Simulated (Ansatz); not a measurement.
## Ti3O4 in Ansatz: the effect of Hubbard term

The system is Ti3O4.

```
Ti O
1.0
    -2.06591    2.06591    4.08913
     2.06591   -2.06591    4.08913
     2.06591    2.06591   -4.08913
Ti O
3 4
Direct
  0.75000 0.25000 0.50000
  0.50000 0.50000 0.00000
  0.25000 0.75000 0.50000
  0.75588 0.75588 0.00000
  0.50000 0.00000 0.50000
  0.24412 0.24412 0.00000
  0.00000 0.50000 0.50000
```

The cell comes from a database or a generator and needn't be the stable form of this composition.

Alike in all runs:

```yaml
Program: Ansatz 0.2.0
Task: band structure
Functional: PBEsol
Potentials_or_basis: Ansatz PAW
Cutoff: "420 eV (not typed: the program's choice for these potentials)"
k_mesh: 9 × 9 × 9
Occupations: fermi-dirac, width 0.05 eV
Spin: no spin polarisation
Path: "[[\"G\", \"X\", \"Y\", \"S\", \"G\", \"Z\", \"S1\", \"N\", \"P\", \"Y1\", \"Z\"], [\"X\", \"P\"]]"
Points_for_each_segment_of_the_path: 10
Hubbard_projectors: ortho-atomic (the default)
Double_counting: fll (the default)
```

```csv
Hubbard term,pressure (GPa),largest force (eV/Å)
none,-5.7,0.01
Ti d U = 1 eV,?,?
Ti d U = 2 eV,-3.1,0.04
Ti d U = 3 eV,-1.6,0.06
Ti d U = 4 eV,0.0,0.06
Ti d U = 5 eV,1.9,0.04
Ti d U = 6 eV,4.3,0.01
Ti d U = 8 eV,13.3,0.51
```

Task: What does the run with Hubbard term Ti d U = 1 eV give?

Result: Pressure -4.5 GPa; largest force 0.02 eV/Å.

Worked out: A parabola through the other rows of the pressure, of slope 0.774 GPa per eV there, gives -4.7 GPa, against the run's -4.5. The largest force follows no smooth curve through the other rows.

Caveats: the PAW data sets come from PBE, with cores solved anew for the run's functional, which leaves a small shift of forces and pressure; U without spin polarisation on a metal has little footing (some runs).
